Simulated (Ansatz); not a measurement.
Crystal: Pt.

```
CELL_PARAMETERS angstrom
-1.58422 1.58422 1.58422
1.58422 -1.58422 1.58422
1.58422 1.58422 -1.58422
ATOMIC_POSITIONS crystal
Pt 0.00000 0.00000 0.00000
```

This isn't the form of Pt at room conditions, which is fcc.

```yaml
Program: Ansatz 0.2.0
Task: single point
Functional: PBE
Potentials_or_basis: Ansatz PAW
Cutoff: "420 eV (not typed: the program's choice for these potentials)"
k_mesh: 12 × 12 × 12
Occupations: fermi-dirac, width 0.05 eV
Spin: no spin polarisation
```

On this cell: pressure -1.3 GPa; band gap on the k mesh none (metal or under the smearing width).

The same run follows on a disturbed copy (cell strained at random at fixed volume):

```
CELL_PARAMETERS angstrom
-1.51792 1.61257 1.57266
1.58438 -1.59122 1.61776
1.52358 1.59687 -1.55131
ATOMIC_POSITIONS crystal
Pt 0.98769 0.99114 0.98751
```

Question: What changes?

Answer: The energy (extrapolated to zero smearing) moves by +12.3 meV/atom; pressure -0.8 GPa; band gap on the k mesh none (metal or under the smearing width).

Stress tensor (GPa, compression positive):
```
-2.35 -0.15 -5.97
-0.15  0.36 -2.04
-5.97 -2.04 -0.49
```
